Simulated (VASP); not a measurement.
# CdS (Hawleyite) (F-43m) in VASP: phonons with LDA

Aim: the phonons of CdS (Hawleyite) with LDA.

Program: VASP 6.6.1. These are calculated values, not measurements. Logs are shortened: lines on timing, memory, paths and dates and some standing lists are left out, and cuts for length are marked.

### Step 1. Starting point

The structure is cubic, space group F-43m (No. 216). Conventional cell: a = 5.757 Å, b = 5.757 Å, c = 5.757 Å, α = 90.00°, β = 90.00°, γ = 90.00°. Cd (site symmetry -43m) is surrounded by 4 S at 2.49 Å. Around S (site symmetry -43m) lie 4 Cd at 2.49 Å.

### Step 2. Phonons, LDA

INCAR reads:

```
ALGO = Normal
EDIFF = 1E-8
ENCUT = 520
IBRION = 8
ISIF = 2
ISMEAR = 0
LASPH = T
LCHARG = F
LEPSILON = T
LREAL = F
LWAVE = F
NELM = 80
NSW = 1
PREC = Accurate
SIGMA = 0.01
```

KPOINTS reads:

```
k-points
0
Gamma
  8 8 8
```

POSCAR reads:

```
CdS
1.0
    0.0000000000      2.8782537480      2.8782537480
    2.8782537480      0.0000000000      2.8782537480
    2.8782537480      2.8782537480      0.0000000000
Cd S
1 1
Direct
    0.0000000000      0.0000000000      0.0000000000
    0.2500000000      0.2500000000      0.2500000000
```

Potentials or basis: VASP PAW LDA potentials, release 64 (Cd, S).

Launch:

```bash
$ cat potpaw_LDA.64/Cd/POTCAR potpaw_LDA.64/S/POTCAR > POTCAR
$ mpirun -np 1 vasp_std > vasp.out
```

OUTCAR:

```text
EDIFF = 1E-8
   ENCUT = 520
   IBRION = 8
   ISIF = 2
   ISMEAR = 0
   LASPH = T
   LEPSILON = T
   LREAL = F
   NELM = 80
   NSW = 1
   PREC = Accurate

 ion  position               nearest neighbor table
   1  0.000  0.000  0.000-   2 2.49   2 2.49   2 2.49   2 2.49
   2  0.250  0.250  0.250-   1 2.49   1 2.49   1 2.49   1 2.49

  LATTYP: Found a face centered cubic cell.
 ALAT       =     5.7565074960

  Lattice vectors:

 A1 = (   0.0000000000,   2.8782537480,   2.8782537480)
 A2 = (   2.8782537480,   0.0000000000,   2.8782537480)
 A3 = (   2.8782537480,   2.8782537480,   0.0000000000)

Analysis of symmetry for initial positions (statically):
=====================================================================
 Subroutine PRICEL returns:
 Original cell was already a primitive cell.

 Routine SETGRP: Setting up the symmetry group for a
 face centered cubic supercell.

 Subroutine GETGRP returns: Found 24 space group operations
 (whereof 24 operations were pure point group operations)
 out of a pool of 48 trial point group operations.

The static configuration has the point symmetry T_d .

Analysis of symmetry for dynamics (positions and initial velocities):
=====================================================================
 Subroutine PRICEL returns:
 Original cell was already a primitive cell.

 Routine SETGRP: Setting up the symmetry group for a
 face centered cubic supercell.

 Subroutine GETGRP returns: Found 24 space group operations
 (whereof 24 operations were pure point group operations)
 out of a pool of 48 trial point group operations.

The dynamic configuration has the point symmetry T_d .

 Subroutine INISYM returns: Found 24 space group operations
 (whereof 24 operations are pure point group operations),
 and found     1 'primitive' translations

----------------------------------------------------------------------------------------
[... 616 lines left out ...]
     0.00000 -0.00231 -7.47654
     0.00000 -7.47654 -0.00231

 MACROSCOPIC STATIC DIELECTRIC TENSOR (including local field effects in DFT)
 ------------------------------------------------------
           7.256755     0.000000     0.000000
          -0.000000     7.256755     0.000000
          -0.000000     0.000000     7.256755
 ------------------------------------------------------

 PIEZOELECTRIC TENSOR (including local field effects)  for field in x, y, z        (e  Angst)
          XX          YY          ZZ          XY          YZ          ZX
  --------------------------------------------------------------------------------
  x    -0.00000    -0.00000     0.00000    -0.00000    -1.90177     0.00000
  y    -0.00000    -0.00000     0.00000    -0.00000    -0.00000    -1.90177
  z    -0.00000    -0.00000     0.00000    -1.90177    -0.00000    -0.00000

 PIEZOELECTRIC TENSOR (including local field effects)  for field in x, y, z        (C/m^2)
          XX          YY          ZZ          XY          YZ          ZX
  --------------------------------------------------------------------------------
  x    -0.00000    -0.00000     0.00000    -0.00000    -0.63893     0.00000
  y    -0.00000    -0.00000     0.00000    -0.00000    -0.00000    -0.63893
  z    -0.00000    -0.00000     0.00000    -0.63893    -0.00000    -0.00000

 BORN EFFECTIVE CHARGES (including local field effects) (in |e|, cummulative output)
 ---------------------------------------------------------------------------------
 ion    1
    1     2.16949     0.00000     0.00000
    2     0.00000     2.16949     0.00000
    3    -0.00000     0.00000     2.16949
 ion    2
    1    -2.16949     0.00000    -0.00000
    2    -0.00000    -2.16949    -0.00000
    3     0.00000    -0.00000    -2.16949

 INTERNAL STRAIN TENSOR FOR ION    2 for displacements in x,y,z  (eV/Angst):
          X           Y           Z          XY          YZ          ZX
  --------------------------------------------------------------------------------
  x    -0.00000     0.00000     0.00000     0.00000    -7.47654     0.00000
  y    -0.00000    -0.00000    -0.00000     0.00000     0.00000    -7.47654
  z     0.00000     0.00000    -0.00000    -7.47654     0.00000     0.00000

 SECOND DERIVATIVES (NOT SYMMETRIZED)
 ------------------------------------
               1X          1Y          1Z          2X          2Y          2Z
  1X    -5.687229    0.000000    0.000000    5.687229    0.000000    0.000000
  1Y     0.000000   -5.687229    0.000000    0.000000    5.687229    0.000000
  1Z     0.000000    0.000000   -5.687229    0.000000    0.000000    5.687229
  2X     5.673695    0.000000    0.000000   -5.673695    0.000000    0.000000
  2Y     0.000000    5.673695    0.000000    0.000000   -5.673695    0.000000
  2Z     0.000000    0.000000    5.673695    0.000000    0.000000   -5.673695

 Eigenvectors and eigenvalues of the dynamical matrix
 ----------------------------------------------------

   1 f  =    7.457122 THz    46.854482 2PiTHz  248.742830 cm-1    30.840167 meV
             X         Y         Z           dx          dy          dz
      0.000000  0.000000  0.000000     0.000000    0.471548    0.000000
      1.439127  1.439127  1.439127     0.000000   -0.881841    0.000000
[... 21 lines left out ...]
   6 f/i=    0.003694 THz     0.023211 2PiTHz    0.123222 cm-1     0.015278 meV
             X         Y         Z           dx          dy          dz
      0.000000  0.000000  0.000000     0.000000    0.000000    0.881841
      1.439127  1.439127  1.439127     0.000000    0.000000    0.471548

--------------------------------------------------------------------------------------------------------

 MACROSCOPIC STATIC DIELECTRIC TENSOR IONIC CONTRIBUTION
 ------------------------------------------------------
           3.143981     0.000000     0.000000
           0.000000     3.143981    -0.000000
           0.000000    -0.000000     3.143981
 ------------------------------------------------------

 ELASTIC MODULI CONTR FROM IONIC RELAXATION (kBar)
 Direction    XX          YY          ZZ          XY          YZ          ZX
 --------------------------------------------------------------------------------
 XX          -0.0000     -0.0000     -0.0000     -0.0000     -0.0000     -0.0000
 YY          -0.0000     -0.0000     -0.0000     -0.0000     -0.0000     -0.0000
 ZZ          -0.0000     -0.0000     -0.0000     -0.0000     -0.0000     -0.0000
 XY          -0.0000     -0.0000     -0.0000   -335.2207     -0.0000      0.0000
 YZ          -0.0000     -0.0000     -0.0000     -0.0000   -335.2207     -0.0000
 ZX          -0.0000     -0.0000     -0.0000      0.0000     -0.0000   -335.2207
 --------------------------------------------------------------------------------

 PIEZOELECTRIC TENSOR IONIC CONTR  for field in x, y, z        (C/m^2)
          XX          YY          ZZ          XY          YZ          ZX
  --------------------------------------------------------------------------------
  x     0.00000     0.00000     0.00000     0.00000     0.96600     0.00000
  y     0.00000     0.00000     0.00000    -0.00000     0.00000     0.96600
  z     0.00000     0.00000     0.00000     0.96600     0.00000    -0.00000
```

OSZICAR:

```text
N       E                     dE             d eps       ncg     rms          rms(c)
DAV:   1     0.112359212657E+03    0.11236E+03   -0.93048E+03   762   0.128E+03
DAV:   2    -0.286917140626E+01   -0.11523E+03   -0.11008E+03   864   0.302E+02
DAV:   3    -0.788509259202E+01   -0.50159E+01   -0.50008E+01   899   0.652E+01
[... 158 lines left out ...]
RMM:   8    -0.105875407981E+00    0.19185E-05   -0.85059E-09  4113   0.348E-04    0.181E-04
RMM:   9    -0.105874368746E+00    0.10392E-05    0.80456E-09  4004   0.153E-04    0.422E-05
RMM:  10    -0.105874722626E+00   -0.35388E-06   -0.15759E-09  3942   0.444E-05    0.915E-06
RMM:  11    -0.105874742334E+00   -0.19708E-07    0.45767E-09  4138   0.123E-05    0.604E-06
RMM:  12    -0.105874711471E+00    0.30863E-07    0.18289E-09  3297   0.383E-06    0.305E-06
RMM:  13    -0.105874720833E+00   -0.93620E-08   -0.11937E-08  2166   0.130E-06    0.178E-07
 Linear response finished
```

stdout:

```text
POSCAR found type information on POSCAR CdS
 POSCAR found :  2 types and       2 ions
 scaLAPACK will be used
 LDA part: xc-table for (Slater(with rela. corr.)+CA(PZ))
 , standard interpolation
 POSCAR, INCAR and KPOINTS ok, starting setup
 FFT: planning ... GRIDC
 FFT: planning ... GRID_SOFT
 FFT: planning ... GRID
[... 24 lines left out ...]
 Linear response to external field, progress :
  Direction:   3
 dielectric tensor                  component  3 :     1.007     0.889     7.257
 Linear response DOF=           2
 Linear response progress:
 first order change of Fermi-energy   0.10366E-01
 force on displaced ion       1 direction 1 :  -5.687   0.000   0.000
 Born effective charge ion    1 direction 1 :   2.154   0.000   0.000
 Linear response progress:
 first order change of Fermi-energy  -0.10076E-01
 force on displaced ion       2 direction 1 :  -5.674  -0.000  -0.000
 Born effective charge ion    2 direction 1 :  -2.185   0.000   0.000
 Born effective charges drift removed
 Linear response finished
```

It took 3.4 min on 1 thread of Intel Xeon 6975P-C (Granite Rapids), shared host; peak memory 0.28 GiB.

Results:

| Quantity | Value |
| --- | --- |
| Electronic dielectric tensor (diagonal) | 7.26 |
| Born charges (mean of the diagonal) | Cd +2.17; S -2.17 e |
| Highest phonon frequency at Γ, LO-TO splitting left out | 249 cm⁻¹ |

Phonon frequencies in cm⁻¹ (negative: imaginary):
```
              q point        frequencies
(0.000, 0.000, 0.000)  0 0 0 249 249 249
```

Electronic dielectric tensor:
```
7.26 0.00 0.00
0.00 7.26 0.00
0.00 0.00 7.26
```

Born effective charge tensors (e):
atom 1, Cd
```
2.17 0.00 0.00
0.00 2.17 0.00
0.00 0.00 2.17
```
atom 2, S
```
-2.17  0.00  0.00
 0.00 -2.17  0.00
 0.00  0.00 -2.17
```
